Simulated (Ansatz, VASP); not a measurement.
## Pt: VASP beside Ansatz

The input INCAR:

```
SYSTEM = Pt
PREC = Accurate
ENCUT = 520
EDIFF = 1E-7
ISMEAR = 0
SIGMA = 0.1
LREAL = .FALSE.
LASPH = .TRUE.
NELM = 100
ALGO = Normal
ISIF = 2
LWAVE = .FALSE.
LCHARG = .TRUE.
GGA = PS
LELF = .TRUE.
LVHAR = .TRUE.
NBANDS = 28
```

KPOINTS

```
regular mesh
0
G
  6 6 4
  0 0 0
```

File POSCAR:

```
Pt
1.0
    2.1412864732     -3.6290834750      0.0000000000
    2.1412864732      3.6290834750      0.0000000000
    0.0000000000      0.0000000000      4.2882694986
Pt
4
Direct
    0.1525000000      0.8475000000      0.0785000000
    0.6525000000      0.3475000000      0.4215000000
    0.8475000000      0.1525000000      0.9215000000
    0.3475000000      0.6525000000      0.5785000000
```

Input for Ansatz:

```yaml
crystal:
  lattice:
    - [2.1412864732, -3.629083475, 0.0]
    - [2.1412864732, 3.629083475, 0.0]
    - [0.0, 0.0, 4.2882694986]
  atoms:
    - { symbol: Pt, position: [0.1525, 0.8475, 0.0785] }
    - { symbol: Pt, position: [0.6525, 0.3475, 0.4215] }
    - { symbol: Pt, position: [0.8475, 0.1525, 0.9215] }
    - { symbol: Pt, position: [0.3475, 0.6525, 0.5785] }
basis:
  ecutwfc: 420
kpoints:
  mp_grid: { grid: [6, 6, 4] }
hamiltonian:
  xc: pbesol
scf:
  occupations: { method: gaussian, width: 0.1 }
  lower_state_search: "off"
output:
  forces: true
  stress: true
  eigenvalues: true
```

Alike in both runs: task single point; functional PBEsol; k mesh 6 × 6 × 4; occupations gaussian, width 0.1 eV; no spin polarisation.

```csv
,VASP,Ansatz
version,VASP 6.6.1,Ansatz 0.2.0
potentials or method,"VASP PAW PBE potentials, release 64 (Pt)","scalar-relativistic, plane waves, PAW"
plane-wave cutoff (eV),520,420
valence electrons in the cell,40,72
```

Ansatz gave:

* gap on the k mesh at the Fermi level (eV): none
* pressure (GPa): 24.8
* largest component of the traceless stress (GPa): 15.82
* rms of the force components (eV/Å): 1.344

**Question.** Which values does VASP return?

**Answer.** gap on the k mesh at the Fermi level (eV): none; pressure (GPa): 24.1; largest component of the traceless stress (GPa): 15.42; rms of the force components (eV/Å): 1.315.

Atom by atom the forces differ by 0.029 eV/Å (rms over components). A gap of «none» marks a metal or a gap that the smearing closes. With one functional, cell and mesh, what is left measures potentials, basis and numerics. The two sets of potentials don't hold the same shells in valence.

Caveats: the k mesh is coarse (spacing up to 0.37 Å⁻¹), so the values aren't converged; so large a pressure means that the cell lies far from this level's equilibrium, or that cutoff or potentials fall short (VASP); the potentials were made for another functional, which shifts forces and pressure (VASP). Spin-orbit coupling is left out, which matters for the levels of Pt.
